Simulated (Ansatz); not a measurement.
**Zone-centre phonons of ZrO$_{2}$ at 50 GPa: input and output**

The calculation used DFT PBE, scalar-relativistic, plane waves, PAW (Ansatz).

Launched with:
```bash
ansatz run input.yaml --threads 1 --pin off --max-ram 3072MiB --backend cpu --events-out ev --progress --plain --runs-dir out
```

Input (bare energies are in eV):
```yaml
crystal:
  lattice:
    - [0.0, 2.4303970575, 2.4303970575]
    - [2.4303970575, 0.0, 2.4303970575]
    - [2.4303970575, 2.4303970575, 0.0]
  atoms:
    - { symbol: Zr, position: [0.0, 0.0, 0.0] }
    - { symbol: O, position: [0.25, 0.25, 0.25] }
    - { symbol: O, position: [0.75, 0.75, 0.75] }
basis:
  ecutwfc: 420
kpoints:
  mp_grid: { grid: [8, 8, 8] }
hamiltonian:
  xc: pbe
scf:
  occupations: { method: fixed }
output:
  eigenvalues: true
phonons:
  method: dfpt
  dielectric: true
  rigid_motions: translations
  eigenvectors: true
```

The end of the output:
```
--- Phonons (Γ-DFPT): 2 representative perturbations + reference, on 95 of 512 k-points (Σ response iterations 6) ---
  k mesh reduced under 4 symmetry operations, with k and −k counted as one. Each operation leaves every solved perturbation unchanged. A smaller set is not considered because the run solves the response ...
  ASR residual: 9.862e-5 → 0.000e0 eV/Å²; symmetrization residual: 7.691e-7 eV/Å²
  ASR residual per site (eV/Å²): 9.86e-5 3.23e-5 3.23e-5
  Γ frequencies (cm⁻¹): 0.00 0.00 0.00 381.79 381.79 381.79 685.44 685.44 685.44
  ε∞ (high-frequency dielectric tensor):
        5.683683    -0.000000    -0.000000
       -0.000000     5.683683     0.000000
       -0.000000    -0.000000     5.683683
  ε⁰ (static dielectric tensor: ions relaxed, cell fixed):
       22.348277     0.000000     0.000000
        0.000000    22.348277     0.000000
        0.000000     0.000000    22.348277
  ε⁰ − ε∞ (ionic part):
       16.664594     0.000000     0.000000
        0.000000    16.664594     0.000000
        0.000000     0.000000    16.664594
  softest optical mode at Γ: 381.79 cm⁻¹; the repairs (sum rule, projections) moved no ω² at Γ by more than (0.82 cm⁻¹)²
  Born effective charges Z* (e; rows j = field, columns β = displacement):
    site 0:
         5.79446   -0.00000    0.00000
         0.00000    5.79446    0.00000
         0.00000    0.00000    5.79446
    site 1:
        -2.89723    0.00000   -0.00000
        -0.00000   -2.89723   -0.00000
        -0.00000   -0.00000   -2.89723
    site 2:
        -2.89723    0.00000   -0.00000
        -0.00000   -2.89723   -0.00000
        -0.00000   -0.00000   -2.89723
  Z* charge neutrality: 1.600e-5 e pre-enforcement
  k-mesh period / interband length: 27.5 Å / 1.36 Å = 20.17 at k = (0.0000, 0.0000, 0.0000), direct gap 4.306 eV — 14 or more, which is no proof of convergence
  optical modes at Γ without the LO–TO term, one row a degenerate level:
      ω (cm⁻¹) modes IR ((D/Å)²/amu)
        381.79      3            98.0997
        685.44      3             0.0000
  optical modes at Γ + LO–TO along q̂ = [1.0000, 0.0000, 0.0000]:
      ω (cm⁻¹) modes IR ((D/Å)²/amu)
        381.79      2            65.3998
        685.44      3             0.0000
        757.06      1            32.6999
  optical modes at Γ + LO–TO along q̂ = [0.0000, 1.0000, 0.0000]:
      ω (cm⁻¹) modes IR ((D/Å)²/amu)
        381.79      2            65.3998
        685.44      3             0.0000
        757.06      1            32.6999
  optical modes at Γ + LO–TO along q̂ = [0.0000, 0.0000, 1.0000]:
      ω (cm⁻¹) modes IR ((D/Å)²/amu)
        381.79      2            65.3998
        685.44      3             0.0000
        757.06      1            32.6999
```

It took 40 s on 1 thread of Intel(R) Xeon(R) Processor @ 2.50GHz (Skylake/Cascade Lake), on a shared host, peak memory 0.51 GiB.

Other phases may be more stable at this pressure.

This fluorite-type form isn't the usual stable structure of the compound at low pressure.